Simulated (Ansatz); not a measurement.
Theory: Ansatz, DFT PBE, scalar-relativistic, plane waves, PAW.

Cutoff 420 eV; k points 9×9×4 on the computed 4-atom cell (Γ-centred); Gaussian smearing, width 0.02 eV; no spin polarisation.

```
Li Cl
1.0
     3.81475    0.00416   -0.00118
    -1.90377    3.29744    0.00239
    -0.00191    0.00337    6.36562
Li Cl
2 2
Cartesian
  1.8825 1.0404 5.7134
  0.0697 2.1898 2.5318
  1.8675 1.1308 3.0394
  -0.0030 2.2514 6.2233
```

(1) Is this geometry at equilibrium? Which atom feels the largest force?

(2) Give all forces and the stress.

Answers

(1) It isn't. Atom 2 (Li) feels (-0.50, 0.22, -0.35) eV/Å, 0.650 eV/Å in size, and symmetry-related atoms feel the same size.

(2)
```json
{"atom": "Li1", "Fx": "0.056", "Fy": "0.542", "Fz": "-0.354"}
{"atom": "Li2", "Fx": "-0.498", "Fy": "0.223", "Fz": "-0.354"}
{"atom": "Cl3", "Fx": "0.496", "Fy": "-0.223", "Fz": "0.354"}
{"atom": "Cl4", "Fx": "-0.055", "Fy": "-0.541", "Fz": "0.354"}
```
Stress (GPa, compression positive):
```
 3.59 -1.16  0.38
-1.16  4.93 -0.66
 0.38 -0.66 -0.62
```

This wurtzite form isn't the usual stable structure of the compound.